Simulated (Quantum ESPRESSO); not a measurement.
# Ge (Fd-3m) in Quantum ESPRESSO: equation of state

How stiff is Ge in PBEsol, and what volume does it want? The cell is scaled to several volumes.

Everything below comes from runs of Quantum ESPRESSO 7.5. Logs are shortened: lines on timing, memory, paths and dates and some standing lists are left out, and cuts for length are marked.

**What was measured.**

From “Sub-monolayer structures of Ag overlayers on Ge(111): experimental observations and first-principles study”, 2019, arxiv:1908.00180, for a bulk crystal of Ge: bulk modulus 75.8 GPa.

How close the calculation comes is told below.

**1. The structure**

The structure is cubic, space group Fd-3m (No. 227). The conventional cell has a = 5.658 Å, b = 5.658 Å, c = 5.658 Å, α = 90.00°, β = 90.00°, γ = 90.00°. Around Ge (site symmetry -43m) lie 4 Ge at 2.45 Å.

**2. Single point, PBEsol, 21.28 Å³/atom**

pw.in reads:

```
&CONTROL
  calculation = 'scf'
  prefix = 'pwscf'
  outdir = './tmp'
  pseudo_dir = './pseudo'
  tstress = .true.
  disk_io = 'nowf'
/
&SYSTEM
  ibrav = 0
  nat = 2
  ntyp = 1
  ecutwfc = 45
  ecutrho = 360
  nbnd = 21
  occupations = 'smearing'
  smearing = 'fd'
  degauss = 0.00367493
/
&ELECTRONS
  conv_thr = 4d-10
  electron_maxstep = 120
  mixing_beta = 0.5
/
ATOMIC_SPECIES
Ge    72.6300 ge_pbesol_v1.4.uspp.F.UPF
CELL_PARAMETERS angstrom
   0.0000000000    2.7711609388    2.7711609388
   2.7711609388    0.0000000000    2.7711609388
   2.7711609388    2.7711609388    0.0000000000
ATOMIC_POSITIONS crystal
Ge     0.7500000000    0.7500000000    0.7500000000
Ge     0.5000000000    0.5000000000    0.5000000000
K_POINTS automatic
8 8 8 0 0 0
```

Potentials or basis: GBRV 1.5 PBEsol.

Launch:

```
OMP_NUM_THREADS=1 mpirun -n 2 pw.x -nk 2 -in pw.in > pw.out
```

pw.out:

```text
This program is part of the open-source Quantum ESPRESSO suite
     for quantum simulation of materials; please cite
[... 13 lines left out ...]
     --------------------
     sticks:   dense  smooth     PW     G-vecs:    dense   smooth      PW
     Sum        1369     673    211                33223    11791    2085

     Using Slab Decomposition

     bravais-lattice index     =            0
     lattice parameter (alat)  =       7.4059  a.u.
     unit-cell volume          =     287.2181 (a.u.)^3
     number of atoms/cell      =            2
     number of atomic types    =            1
     number of electrons       =        28.00
     number of Kohn-Sham states=           21
     kinetic-energy cutoff     =      45.0000  Ry
     charge density cutoff     =     360.0000  Ry
     scf convergence threshold =      4.0E-10
     mixing beta               =       0.5000
     number of iterations used =            8  plain     mixing
     Exchange-correlation= SLA  PW   PSX  PSC
                           (   1   4  10   8   0   0   0)

     celldm(1)=   7.405862  celldm(2)=   0.000000  celldm(3)=   0.000000
     celldm(4)=   0.000000  celldm(5)=   0.000000  celldm(6)=   0.000000

     crystal axes: (cart. coord. in units of alat)
               a(1) = (   0.000000   0.707107   0.707107 )
               a(2) = (   0.707107   0.000000   0.707107 )
               a(3) = (   0.707107   0.707107   0.000000 )

     reciprocal axes: (cart. coord. in units 2 pi/alat)
               b(1) = ( -0.707107  0.707107  0.707107 )
               b(2) = (  0.707107 -0.707107  0.707107 )
               b(3) = (  0.707107  0.707107 -0.707107 )

     PseudoPot. # 1 for Ge read from file:
     ge_pbesol_v1.4.uspp.F.UPF
     Pseudo is Ultrasoft + core correction, Zval = 14.0
     Generated by new atomic code, or converted to UPF format
     Using radial grid of  873 points,  6 beta functions with:
                l(1) =   0
                l(2) =   0
                l(3) =   1
                l(4) =   1
                l(5) =   2
                l(6) =   2
     Q(r) pseudized with  8 coefficients,  rinner =    1.400   1.400   1.400
                                                       1.400   1.400

     atomic species   valence    mass     pseudopotential
     Ge               14.00    72.63000     Ge( 1.00)

     48 Sym. Ops., with inversion, found (24 have fractional translation)

   Cartesian axes

     site n.     atom                  positions (alat units)
         1        Ge     tau(   1) = (   1.0606602   1.0606602   1.0606602  )
         2        Ge     tau(   2) = (   0.7071068   0.7071068   0.7071068  )

     number of k points=    29  Fermi-Dirac smearing, width (Ry)=  0.0037
                       cart. coord. in units 2pi/alat
        k(    1) = (   0.0000000   0.0000000   0.0000000), wk =   0.0039062
        k(    2) = (   0.0883883   0.0883883  -0.0883883), wk =   0.0312500
        k(    3) = (   0.1767767   0.1767767  -0.1767767), wk =   0.0312500
        k(    4) = (   0.2651650   0.2651650  -0.2651650), wk =   0.0312500
        k(    5) = (  -0.3535534  -0.3535534   0.3535534), wk =   0.0156250
        k(    6) = (   0.1767767   0.0000000   0.0000000), wk =   0.0234375
[... 21 lines left out ...]
        k(   28) = (  -0.7071068   0.1767767  -0.0000000), wk =   0.0468750
        k(   29) = (  -0.7071068   0.3535534   0.0000000), wk =   0.0234375

     Dense  grid:    33223 G-vectors     FFT dimensions: (  48,  48,  48)

     Smooth grid:    11791 G-vectors     FFT dimensions: (  32,  32,  32)

     Initial potential from superposition of free atoms

     starting charge      27.9984, renormalised to      28.0000
     Starting wfcs are   18 randomized atomic wfcs +    3 random wfcs

     Self-consistent Calculation

     iteration #  1     ecut=    45.00 Ry     beta= 0.50
     Davidson diagonalization with overlap
     ethr =  1.00E-02,  avg # of iterations =  4.6

     Threshold (ethr) on eigenvalues was too large:
     Diagonalizing with lowered threshold

     Davidson diagonalization with overlap
     ethr =  1.29E-04,  avg # of iterations =  2.2

     total energy              =    -426.37748733 Ry
     estimated scf accuracy    <       0.03666999 Ry

     iteration #  2     ecut=    45.00 Ry     beta= 0.50
     Davidson diagonalization with overlap
     ethr =  1.31E-04,  avg # of iterations =  1.2
[... 29 lines left out ...]
     total energy              =    -426.37681062 Ry
     estimated scf accuracy    <       0.00000005 Ry

     iteration #  7     ecut=    45.00 Ry     beta= 0.50
     Davidson diagonalization with overlap
     ethr =  1.74E-10,  avg # of iterations =  2.0

     End of self-consistent calculation

          k = 0.0000 0.0000 0.0000 (  1459 PWs)   bands (ev):

   -15.7297 -15.7297 -15.7297 -15.6883 -15.6883 -15.4411 -15.4411 -15.4411
   -15.4212 -15.4212  -4.1085   9.1761   9.1761   9.1761   9.7351  11.7272
    11.7272  11.7272  15.5528  18.7748  18.7748

          k = 0.0884 0.0884-0.0884 (  1444 PWs)   bands (ev):

   -15.7394 -15.7394 -15.7268 -15.6746 -15.6746 -15.4537 -15.4537 -15.4446
   -15.4107 -15.4107  -3.9062   6.8678   8.8096   8.8096  10.4606  12.2112
    12.2112  12.8359  16.5548  17.7789  17.7789
[... 13 lines left out ...]
          k =-0.3536-0.3536 0.3536 (  1476 PWs)   bands (ev):

   -15.7580 -15.7580 -15.7098 -15.6392 -15.6392 -15.4784 -15.4784 -15.4656
   -15.3919 -15.3919  -1.8515   1.2428   7.6694   7.6694   9.4902  12.9057
    12.9057  16.1641  20.0158  20.6659  20.6659

          k = 0.1768 0.0000 0.0000 (  1439 PWs)   bands (ev):

   -15.7393 -15.7362 -15.7362 -15.6776 -15.6599 -15.4808 -15.4309 -15.4307
   -15.4307 -15.4047  -3.8378   6.9130   8.2177   8.2177  11.0147  11.7959
    13.0211  13.0211  16.5165  16.8634  19.0495

          k = 0.2652 0.0884-0.0884 (  1457 PWs)   bands (ev):

   -15.7549 -15.7457 -15.7267 -15.6609 -15.6363 -15.5050 -15.4514 -15.4336
   -15.4122 -15.3945  -3.3734   4.9715   7.5575   7.6155  11.1006  12.0082
    13.8881  14.1134  16.6213  18.2291  18.8007
[... 19 lines left out ...]
          k =-0.0884-0.2652 0.2652 (  1455 PWs)   bands (ev):

   -15.7621 -15.7589 -15.7057 -15.6514 -15.6301 -15.4951 -15.4783 -15.4520
   -15.3971 -15.3855  -2.8726   3.5332   6.4304   8.1823  10.9918  12.9968
    13.1804  15.0387  16.7669  18.1702  19.8745

          k = 0.0000-0.1768 0.1768 (  1456 PWs)   bands (ev):

   -15.7529 -15.7439 -15.7225 -15.6660 -15.6521 -15.4777 -15.4667 -15.4276
   -15.4198 -15.3947  -3.5731   5.5504   7.2720   8.7697  11.1446  12.3265
    12.5088  14.1619  16.7007  17.7600  17.8706

          k = 0.3536 0.0000 0.0000 (  1475 PWs)   bands (ev):

   -15.7507 -15.7507 -15.7387 -15.6475 -15.6060 -15.5435 -15.4587 -15.4075
   -15.4070 -15.4070  -3.0341   4.4644   6.9710   6.9710  10.0580  11.9903
    15.2357  15.2357  16.5340  19.5140  19.8758

          k = 0.4419 0.0884-0.0884 (  1460 PWs)   bands (ev):

   -15.7682 -15.7584 -15.7162 -15.6267 -15.5825 -15.5676 -15.4799 -15.4359
   -15.3934 -15.3822  -2.3305   3.0089   6.0909   6.5984  10.3369  11.8878
    15.1347  15.8596  18.9120  20.3959  20.6474
[... 7 lines left out ...]
          k =-0.0884-0.4419 0.4419 (  1471 PWs)   bands (ev):

   -15.7869 -15.7692 -15.6721 -15.6045 -15.5929 -15.5368 -15.5221 -15.4830
   -15.3768 -15.3618  -1.2500   1.3534   4.6990   6.9330  10.7547  14.3992
    14.9832  16.1844  17.0567  18.2852  21.1720

          k = 0.0000-0.3536 0.3536 (  1464 PWs)   bands (ev):

   -15.7773 -15.7689 -15.6789 -15.6361 -15.6028 -15.5181 -15.4973 -15.4787
   -15.3776 -15.3745  -2.0930   2.5045   4.9901   7.5556  11.2019  14.0858
    14.4474  14.6155  16.8325  18.8795  21.4440

          k = 0.5303-0.0000 0.0000 (  1455 PWs)   bands (ev):

   -15.7637 -15.7637 -15.7160 -15.6109 -15.6030 -15.5442 -15.5008 -15.4358
   -15.3844 -15.3844  -1.7256   2.1350   6.1479   6.1479   9.5837  10.6191
    17.5767  17.5767  18.9343  21.2597  21.9616

          k =-0.0884-0.6187 0.6187 (  1466 PWs)   bands (ev):

   -15.7771 -15.7679 -15.6853 -15.6294 -15.5786 -15.5262 -15.5243 -15.4685
   -15.3774 -15.3692  -0.8370   1.0213   5.3168   6.0552   9.9182  11.0394
    17.4337  17.8240  20.1952  21.3160  21.6548

          k = 0.0000-0.5303 0.5303 (  1472 PWs)   bands (ev):

   -15.7894 -15.7703 -15.6683 -15.5985 -15.5656 -15.5506 -15.5435 -15.4855
   -15.3745 -15.3574  -0.4471   0.6492   4.4694   6.3382  10.2057  13.3158
    16.7268  16.8320  17.5943  19.0971  23.3183

          k =-0.7071 0.0000 0.0000 (  1476 PWs)   bands (ev):

   -15.7687 -15.7687 -15.6716 -15.6716 -15.5514 -15.5514 -15.4843 -15.4843
   -15.3755 -15.3755   0.0297   0.0297   5.8649   5.8649   9.7521   9.7521
    19.1774  19.1774  21.3254  21.3255  22.2710

          k = 0.3536 0.1768 0.0000 (  1462 PWs)   bands (ev):

   -15.7636 -15.7600 -15.7108 -15.6454 -15.6112 -15.5308 -15.4667 -15.4457
   -15.3958 -15.3852  -2.7915   3.7402   6.0786   7.4355  11.5105  12.2230
    13.7751  14.9115  17.4135  19.4984  19.8248

          k =-0.2652-0.4419 0.6187 (  1464 PWs)   bands (ev):

   -15.7772 -15.7678 -15.6855 -15.6278 -15.5963 -15.5406 -15.4860 -15.4745
   -15.3810 -15.3724  -1.9224   2.1763   5.3619   6.9079  11.7421  12.6260
    14.1259  15.5025  18.7176  19.0500  20.9026
[... 13 lines left out ...]
          k =-0.0884-0.4419 0.6187 (  1468 PWs)   bands (ev):

   -15.7872 -15.7760 -15.6590 -15.5940 -15.5830 -15.5531 -15.5295 -15.4921
   -15.3702 -15.3598  -0.6960   0.9362   4.6901   5.8301  11.4388  13.4977
    14.3631  16.5283  18.3264  21.2030  21.8005

          k = 0.0000-0.3536 0.5303 (  1472 PWs)   bands (ev):

   -15.7877 -15.7755 -15.6596 -15.6004 -15.5684 -15.5660 -15.5251 -15.4914
   -15.3709 -15.3602  -1.0442   1.3161   4.5252   6.2222  11.8802  13.7983
    14.2408  16.1938  17.6131  19.0780  22.9404

          k =-0.7071 0.1768-0.0000 (  1460 PWs)   bands (ev):

   -15.7782 -15.7782 -15.6485 -15.6485 -15.5537 -15.5537 -15.5037 -15.5037
   -15.3673 -15.3673   0.0881   0.0881   5.3402   5.3402  11.0370  11.0370
    17.0712  17.0712  20.6626  20.6626  22.4549

          k =-0.7071 0.3536 0.0000 (  1448 PWs)   bands (ev):

   -15.7856 -15.7856 -15.6204 -15.6204 -15.5615 -15.5615 -15.5231 -15.5231
   -15.3607 -15.3607   0.1503   0.1503   4.9339   4.9339  13.7075  13.7075
    13.8474  13.8474  20.6419  20.6419  22.5469

     the Fermi energy is     9.3171 ev

!    total energy              =    -426.37681063 Ry
     estimated scf accuracy    <          1.4E-10 Ry
     smearing contrib. (-TS)   =      -0.00002190 Ry
     internal energy E=F+TS    =    -426.37678873 Ry

     The total energy is F=E-TS. E is the sum of the following terms:
     one-electron contribution =    -271.77600381 Ry
     hartree contribution      =     162.36983319 Ry
     xc contribution           =    -115.35408185 Ry
     ewald contribution        =    -201.61653625 Ry

     convergence has been achieved in   7 iterations

     Computing stress (Cartesian axis) and pressure

          total   stress  (Ry/bohr**3)                   (kbar)     P=       53.76
   0.00036545   0.00000000   0.00000000           53.76        0.00        0.00
   0.00000000   0.00036545   0.00000000            0.00       53.76        0.00
   0.00000000   0.00000000   0.00036545            0.00        0.00       53.76

=------------------------------------------------------------------------------=
   JOB DONE.
=------------------------------------------------------------------------------=
```

Run time: 5.9 s. Hardware: 2 MPI ranks of Intel Xeon 6975P-C (Granite Rapids), shared host; peak memory 0.22 GiB.

Results:

```yaml
Free_energy: -5801.1520 eV
Pressure: 5.4 GPa
Band_gap_on_the_k_mesh: 0.31 eV, indirect (least direct gap 0.56 eV)
```

**3. Single point, PBEsol, 21.73 Å³/atom**

pw.in, as its differences from that of step 2:

```diff
@@ -27,5 +27,5 @@
 CELL_PARAMETERS angstrom
-   0.0000000000    2.7711609388    2.7711609388
-   2.7711609388    0.0000000000    2.7711609388
-   2.7711609388    2.7711609388    0.0000000000
+   0.0000000000    2.7906767997    2.7906767997
+   2.7906767997    0.0000000000    2.7906767997
+   2.7906767997    2.7906767997    0.0000000000
 ATOMIC_POSITIONS crystal
```

Potentials or basis: GBRV 1.5 PBEsol.

Launch:

```
OMP_NUM_THREADS=1 mpirun -n 2 pw.x -nk 2 -in pw.in > pw.out
```

It took 6.1 s on 2 MPI ranks of Intel Xeon 6975P-C (Granite Rapids), shared host; peak memory 0.24 GiB.

The run converged. Its results:

```yaml
Free_energy: -5801.1781 eV
Pressure: 3.5 GPa
Band_gap_on_the_k_mesh: 0.25 eV, indirect (least direct gap 0.36 eV)
```

**4. Single point, PBEsol, 22.19 Å³/atom**

pw.in, as its differences from that of step 3:

```diff
@@ -27,5 +27,5 @@
 CELL_PARAMETERS angstrom
-   0.0000000000    2.7906767997    2.7906767997
-   2.7906767997    0.0000000000    2.7906767997
-   2.7906767997    2.7906767997    0.0000000000
+   0.0000000000    2.8099234548    2.8099234548
+   2.8099234548    0.0000000000    2.8099234548
+   2.8099234548    2.8099234548    0.0000000000
 ATOMIC_POSITIONS crystal
```

Launch:

```
OMP_NUM_THREADS=1 mpirun -n 2 pw.x -nk 2 -in pw.in > pw.out
```

Wall time 7 s (2 MPI ranks of Intel Xeon 6975P-C (Granite Rapids), shared host); peak memory 0.24 GiB.

Results (log left out):

```yaml
Free_energy: -5801.1940 eV
Pressure: 1.8 GPa
Band_gap_on_the_k_mesh: 0.17 eV, direct
```

**5. Single point, PBEsol, 22.64 Å³/atom**

pw.in, as its differences from that of step 4:

```diff
@@ -27,5 +27,5 @@
 CELL_PARAMETERS angstrom
-   0.0000000000    2.8099234548    2.8099234548
-   2.8099234548    0.0000000000    2.8099234548
-   2.8099234548    2.8099234548    0.0000000000
+   0.0000000000    2.8289100000    2.8289100000
+   2.8289100000    0.0000000000    2.8289100000
+   2.8289100000    2.8289100000    0.0000000000
 ATOMIC_POSITIONS crystal
```

Launch:

```
OMP_NUM_THREADS=1 mpirun -n 2 pw.x -nk 2 -in pw.in > pw.out
```

Wall time 6.3 s (2 MPI ranks of Intel Xeon 6975P-C (Granite Rapids), shared host); peak memory 0.24 GiB.

It converged, with:

```yaml
Free_energy: -5801.2013 eV
Pressure: 0.4 GPa
Band_gap_on_the_k_mesh: none (metal or under the smearing width)
```

**6. Single point, PBEsol, 23.09 Å³/atom**

pw.in, as its differences from that of step 5:

```diff
@@ -27,5 +27,5 @@
 CELL_PARAMETERS angstrom
-   0.0000000000    2.8289100000    2.8289100000
-   2.8289100000    0.0000000000    2.8289100000
-   2.8289100000    2.8289100000    0.0000000000
+   0.0000000000    2.8476450493    2.8476450493
+   2.8476450493    0.0000000000    2.8476450493
+   2.8476450493    2.8476450493    0.0000000000
 ATOMIC_POSITIONS crystal
```

Potentials or basis: GBRV 1.5 PBEsol.

Launch:

```
OMP_NUM_THREADS=1 mpirun -n 2 pw.x -nk 2 -in pw.in > pw.out
```

Wall time 6.9 s (2 MPI ranks of Intel Xeon 6975P-C (Granite Rapids), shared host); peak memory 0.24 GiB.

Results (log left out):

```
Free energy            : -5801.2008 eV
Pressure               : -0.9 GPa
Band gap on the k mesh : none (metal or under the smearing width)
```

[end of part 1 of 2]
